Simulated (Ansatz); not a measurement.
ZnS built on the NiAs prototype was put through Ansatz (plane waves). Cell and atoms come from a relaxation with r2SCAN.

The cell:
```xyz
4
Lattice="3.5896 0.0000 0.0000 -1.7948 3.1087 0.0000 0.0000 0.0000 5.8800" Properties=species:S:1:pos:R:3 pbc="T T T"
Zn    0.0000    0.0000    0.0000
Zn    0.0000    0.0000    2.9400
S     0.0000    2.0725    1.4700
S     1.7948    1.0362    4.4100
```

Output, abridged:
```
Functional definition: PBE
Crystal: 4 atoms, lattice volume = 65.614 Å³
Basis set: ecut = 420 eV, 1285 PW (Γ)
Bands: 22, of which v1, the nominal top of the filled ones, is band 18 counted from 1 (17 counted from 0)
Symmetry: 24 space group operations
k-points: 47 of 144 (irreducible under 2 space group operations, time reversal used)
preconditioner: auto → Resta (q_TF=auto, 2.469 Å⁻¹)  ε∞=8.0  [insulator: Δε(μ)=0.423 eV  ℏωp=27.5 eV]
SCF converged after 9 iterations
Free energy (F): -8444.086374 eV
Fermi energy:    8.381136 eV
--- Per-component energies (eV) ---
  E_band       = 91.986756
  E_kinetic    = 476.875736
  E_local      = -3665.533302
  E_nonlocal   = 1291.303617
  E_hartree    = 1540.892547
  E_xc         = -467.906628
  E_vxc        = -278.170865
  E_paw        = -4862.570692
  E_vpaw       = -814.272862
  E_ewald      = -2757.146901
--- Dielectric response (ions clamped): 3 representative field directions + reference, inside a basis on a mesh of 1152 k-points ---
  ε∞ (high-frequency dielectric tensor):
       10.184423     0.000000     0.000000
        0.000000    10.184423     0.000000
        0.000000     0.000000    11.130330
  Born effective charges Z* (e; rows j = field, columns β = displacement):
    site 0:
         2.93706    0.00000    0.00000
         0.00000    2.93706    0.00000
         0.00000    0.00000    3.15969
    site 1:
         2.93706    0.00000    0.00000
         0.00000    2.93706    0.00000
         0.00000    0.00000    3.15969
    site 2:
        -2.93706    0.00000    0.00000
         0.00000   -2.93706    0.00000
         0.00000    0.00000   -3.15969
    site 3:
        -2.93706    0.00000    0.00000
         0.00000   -2.93706    0.00000
         0.00000    0.00000   -3.15969
  ε∞ is read to err by 3.4e-2, Z* by 1.5e-2 e
```

Problem. Reconstruct the input.

Solution.
```yaml
crystal:
  # lattice and atoms as above
kpoints:
  mp_grid: { grid: [6, 6, 4] }
hamiltonian:
  xc: pbe
scf:
  occupations: { method: fixed }
dielectric: {}
```
A response with clamped ions alone is the dielectric block. Keys that aren't typed take their defaults; thresholds and the kind of smearing can't be read off these lines.

Command: `ansatz run input.yaml --threads 2 --pin off --max-ram 2211MiB --backend cpu --events-out ev --progress --plain --runs-dir out`. It took 3.1 min on 2 threads of Arm Neoverse N1, with other jobs on the host, load about 0.9 per core; peak host memory 1.1 GiB.

No spin polarisation. The prototype was imposed, so other structures may be more stable.
